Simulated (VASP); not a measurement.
# From an Ansatz input to VASP: GaP (zincblende)

Ansatz input

```yaml
crystal:
  lattice:
    - [0.0, 2.7253992941, 2.7253992941]
    - [2.7253992941, 0.0, 2.7253992941]
    - [2.7253992941, 2.7253992941, 0.0]
  atoms:
    - { symbol: Ga, position: [0.0, 0.0, 0.0] }
    - { symbol: P, position: [0.25, 0.25, 0.25] }
kpoints:
  mp_grid: { grid: [4, 4, 4] }
hamiltonian:
  xc: pbe
scf:
  occupations: { method: fixed }
gw:
  n_empty_bands: 120
  ecut_chi: 120
  qp_bands: [v2, c2]
  qp_kpoints: band_edges
  screening: { model: contour_deformation }
```

Question: Translate this input to VASP.

Answer: 

INCAR, step 1 (ground state)

```
NELM = 120
GGA = PE
LCHARG = .FALSE.
SIGMA = 0.01
ENCUT = 400
LASPH = .TRUE.
EDIFF = 1E-7
PREC = Accurate
LWAVE = .TRUE.
ISMEAR = 0
LREAL = .FALSE.
```

INCAR, step 2 (empty bands)

```
LREAL = .FALSE.
NELM = 1
LCHARG = .FALSE.
ENCUT = 400
GGA = PE
NBANDS = 129
LWAVE = .TRUE.
LASPH = .TRUE.
ISTART = 1
ALGO = Exact
ISMEAR = 0
LOPTICS = .TRUE.
SIGMA = 0.01
EDIFF = 1E-7
PREC = Accurate
```

INCAR, step 3 (GW)

```
NOMEGA = 64
EDIFF = 1E-7
ISMEAR = 0
PRECFOCK = Fast
LCHARG = .FALSE.
NELM = 120
PREC = Accurate
NBANDS = 129
ENCUTGWSOFT = 120
SIGMA = 0.01
NBANDSGW = 17
ENCUT = 400
LWAVE = .FALSE.
LREAL = .FALSE.
ISTART = 1
LASPH = .TRUE.
GGA = PE
NELMGW = 1
ENCUTGW = 120
ALGO = EVGW0
```

KPOINTS

```
KPOINTS created by Atomic Simulation Environment
0
Gamma
4 4 4
0 0 0
```

POSCAR

```
Ga P
 1.0000000000000000
    -0.0000000000000000    2.7253992941285432    2.7253992941285432
     2.7253992941285432    0.0000000000000000    2.7253992941285432
     2.7253992941285432    2.7253992941285432    0.0000000000000000
 Ga  P
   1   1
Cartesian
  0.0000000000000000 -0.0000000000000000 -0.0000000000000000
  1.3626996470642714  1.3626996470642714  1.3626996470642714
```

VASP ran with the GW set of PAW datasets (18 valence electrons in the cell). Other inputs would serve too.

```
                       Ansatz     VASP
 PBE gap on the mesh  1.63 eV  1.63 eV
G₀W₀ gap on the mesh  2.06 eV  2.10 eV
```

Datasets and cutoffs are each program's own. VASP's cell holds 18 valence electrons and Ansatz's 18. Both sum 120 empty bands with a screening cutoff of 120 eV, short of the basis and mesh limit, and the G₀W₀ gap is that of the linearised levels of the first step.
